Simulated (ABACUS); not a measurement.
ZrS2:

```
CELL_PARAMETERS angstrom
3.69138 0.00000 0.00000
-1.84569 3.19683 0.00000
0.00000 0.00000 6.04108
ATOMIC_POSITIONS crystal
Zr 0.00000 0.00000 0.00000
S 0.33333 0.66667 0.23791
S 0.66667 0.33333 0.76209
```

The cell is a database's computed one.

| Quantity | Value |
| --- | --- |
| Program | ABACUS 3.10.1 |
| Task | relaxation of cell and atoms |
| Functional | LDA-PW92 |
| Potentials or basis | GBRV ultrasoft 1.5 LDA |
| Cutoff | 544 eV |
| Density cutoff | 4354 eV |
| Basis | plane waves |
| k mesh | 6 × 6 × 4 |
| Occupations | fermi-dirac, width 0.05 eV |
| Spin | no spin polarisation |

At the start: pressure -4.6 GPa; volume 23.76 Å³/atom.

Problem. How do energy, volume and symmetry change on relaxing?

Solution. Over 42 steps the energy falls by 31.9 meV/atom and the volume is 21.17 Å³/atom (-10.9 %); space group P-3m1 (No. 164, to 0.05 Å).

Step by step:
| step | energy change (eV) | largest force (eV/Å) | pressure (GPa) | volume (Å³) |
| --- | --- | --- | --- | --- |
| 1 | 0.0000 | 0.2933 | -4.60 | 71.29 |
| 3 | -0.0625 | 0.3041 | 0.18 | 67.94 |
| 5 | -0.0685 | 0.2269 | 0.18 | 67.50 |
| 7 | -0.0765 | 0.0011 | -0.66 | 66.87 |
| 9 | -0.0789 | 0.0632 | -1.24 | 66.79 |
| 11 | -0.0834 | 0.0013 | -0.85 | 66.26 |
| 13 | -0.0849 | 0.0963 | -0.11 | 65.80 |
| 15 | -0.0864 | 0.0945 | -0.14 | 65.64 |
| 17 | -0.0882 | 0.0910 | -0.15 | 65.40 |
| 19 | -0.0906 | 0.0671 | -0.22 | 65.06 |
| 21 | -0.0917 | 0.0315 | -0.42 | 64.94 |
| 23 | -0.0924 | 0.0859 | 0.05 | 64.59 |
| 25 | -0.0932 | 0.0610 | -0.08 | 64.49 |
| 27 | -0.0935 | 0.0413 | -0.22 | 64.49 |
| 29 | -0.0939 | 0.0498 | -0.12 | 64.35 |
| 31 | -0.0943 | 0.0492 | -0.07 | 64.23 |
| 33 | -0.0947 | 0.0340 | -0.12 | 64.12 |
| 35 | -0.0950 | 0.0476 | 0.04 | 63.93 |
| 37 | -0.0955 | 0.0275 | -0.03 | 63.79 |
| 39 | -0.0957 | 0.0059 | -0.12 | 63.71 |
| 41 | -0.0957 | 0.0121 | -0.07 | 63.65 |
| 42 | -0.0958 | 0.0089 | -0.03 | 63.52 |

Final structure:
```
Zr S
1.0
     3.60037    0.00000    0.00000
    -1.80018    3.11801    0.00000
     0.00000    0.00000    5.65837
Zr S
1 2
Direct
  0.00000 0.00000 0.00000
  0.33333 0.66667 0.25572
  0.66667 0.33333 0.74428
```

Caveat: there are fewer bands than atomic start orbitals, so a level may be missed at k points of high symmetry.
